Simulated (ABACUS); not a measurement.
Runs of ABACUS 3.10.1 on Re. It takes space group P6_3/mmc (No. 194, hexagonal). Conventional cell: a = 2.761 Å, b = 2.761 Å, c = 4.458 Å, α = 90.00°, β = 90.00°, γ = 120.00°. Re (site symmetry -6m2) is surrounded by 12 Re at 2.74 to 2.76 Å. 

```csv
task,level,potentials or basis,cell,k mesh,cutoff (eV),orbital files,max steps of the relaxation,force threshold,optimiser,stress threshold,mesh quality,gap on the mesh (eV),pressure (GPa),relaxed volume (Å³/atom)
relaxation of cell and atoms,PBE,"SG15 ONCV 1.2 PBE, DZP LCAO (the cutoffs set its grid)",relaxed,10 × 10 × 6,1361,Re Re_confined-atom_7au_3s2p2d1f.orb,60,0.02 eV/Å,cg,0.2 kbar,not flagged,-,0.0,14.97
relaxation of cell and atoms,BLYP,"GBRV ultrasoft 1.5 PBE, plane waves",relaxed,9 × 9 × 5,544,-,-,0.01 eV/Å,ASE FIRE,-,not flagged,none,-0.1,15.52
single point,TM,"SG15 ONCV 1.2 PBE, plane waves",as given,7 × 7 × 4,1143,-,-,-,-,-,coarse,none,(a),-
relaxation of cell and atoms,r2SCAN,"SG15 ONCV 1.2 PBE, DZP LCAO (the cutoffs set its grid)",relaxed,8 × 8 × 4,1361,Re Re_confined-atom_7au_3s2p2d1f.orb,60,0.01 eV/Å,cg,0.2 kbar,not flagged,-,0.0,14.81
```

Alike in all rows: no spin polarisation; smearing fermi-dirac 0.05 eV.

Task: Estimate the missing entries.

Result: (a) -2.3.

Caveats: some runs use coarse meshes; the potentials were made for another functional, which shifts forces and pressure (some runs); the atomic orbitals were generated for these runs and aren't a published set (some runs); the basis of atomic orbitals isn't converged, which shifts pressures, moduli and gaps (some runs).

A k mesh can miss the band edges, and the runs leave out spin-orbit coupling on Re.

A gap of «none» marks a metal or a gap under the smearing width.

Not every run made on this cell is shown here.
